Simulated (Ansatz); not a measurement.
Base system: InN in the wurtzite structure (space group P6_3mc, No. 186; a = 3.5805 Å, c = 5.7878 Å).

The values are results of PBE (Ansatz, an electronic-structure program, PAW, spin-orbit coupling left out), not measurements.

One change was made to it. Results:

```tsv
quantity	base	after
band gap	zero	0.19 eV
density	6.66 g/cm³	7.87 g/cm³
```

Question: Which change produced these results?
A) pressure 15 GPa
B) pressure 9 GPa
C) pressure −1 GPa
D) pressure 30 GPa
E) pressure 2.1 GPa

Answer: D, pressure 30 GPa. For comparison, the band gap in the other runs: pressure 2.1 GPa gives zero; pressure −1 GPa gives zero; pressure 9 GPa gives zero; pressure 15 GPa gives zero.

A case with no gap was solved on a k-mesh chosen for an insulator, which is coarse for it. Load acts through the strain it causes; cell and atoms are relaxed under it. Whether these cells are dynamically stable was not tested. Tetrahedral semiconductors of this kind turn to denser phases somewhere between about 1 and 50 GPa; those were not computed, so compressed cells here can lie past the real transition. All final runs are without spin polarisation. Gaps under 0.05 eV, about the width of the smearing, are given as zero. A zero or small gap of InN can be the functional's error rather than a property of the material.
